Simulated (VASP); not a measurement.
TaN:

```
CELL_PARAMETERS angstrom
2.92177 0.00000 0.00000
-1.46088 2.53033 0.00000
0.00000 0.00000 5.91652
ATOMIC_POSITIONS crystal
Ta 0.00000 0.00000 0.50000
Ta 0.00000 0.00000 0.00000
N 0.33333 0.66667 0.25000
N 0.66667 0.33333 0.75000
```

The cell comes from a database or a generator and needn't be the stable form of this composition.

Base run:

* Program: VASP 6.6.1
* Functional: PBEsol
* Potentials or basis: VASP PAW PBE potentials, release 64 (Ta_pv, N)
* Cutoff: 520 eV
* k mesh: 7 × 7 × 4
* Occupations: fermi-dirac, width 0.05 eV
* Spin: no spin polarisation
* Hubbard terms: Ta d U = 8 eV

Its results: band gap on the k mesh none (metal or under the smearing width); pressure 16.5 GPa.

Problem. After a change of settings the same cell gave: band gap on the k mesh none (metal or under the smearing width); pressure 6.0 GPa. Which change was it?
A. hubbard terms from Ta d U = 8 eV to Ta d U = 2 eV
B. hubbard terms from Ta d U = 8 eV to Ta d U = 5 eV
C. hubbard terms from Ta d U = 8 eV to none

Solution. B.

Caveats: the PAW data sets were made with another functional, which shifts forces and pressure a little; U without spin polarisation on a metal has little footing.

Runs at the PBE level aren't shown here.
